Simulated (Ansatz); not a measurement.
An Ansatz (an electronic-structure program) input (plane-wave PAW DFT at the r2SCAN level (Ansatz, 500 eV), no spin-orbit coupling):

Ansatz 0.2 input:
```yaml
crystal:
  lattice:
    - [3.5292738628, 0, 0]
    - [-1.7646369314, 3.0564408221, 0]
    - [0, 0, 3.7697988592]
  atoms:
    - { symbol: Li, position: [0, 0, 0.5] }
    - { symbol: Li, position: [0.3333333333, 0.6666666667, 0] }
    - { symbol: Li, position: [0.6666666667, 0.3333333333, 0] }
    - { symbol: N, position: [0, 0, 0] }
basis: { ecutwfc: 500, ecutrho_ratio: 4, xc_grid: 4, fft_grid_basis: typed }
kpoints: { mp_grid: { grid: [11, 11, 9] } }
hamiltonian:
  xc: r2scan
  dispersion: none
  pseudopotentials: { kind: paw }
scf: { occupations: { method: fermi_dirac, width: 0.05 }, convergence: { dr2_threshold: 0.0000000004 } }
relax: { f_tol: 0.005, max_steps: 50 }
output: { forces: true, stress: true }
checkpoint: { write: state.ck, write_every: 1000 }
```

**Question.** Which symmetry and how many k-points will the program report, and about how many plane waves at Γ?

**Answer.** Space group P6/mmm (ITA 191) with 24 operations, k-points 80 of 1089, and 1057 plane waves at Γ.

**Question.** And the final pressure?

**Answer.** 4.32 GPa (compression positive).

The cells carry an imposed strain or load. No phonon test of stability was made. The cell was made from Li$_{3}$N (space group P6/mmm, No. 191) by this change: isotropic strain −2.23 %.
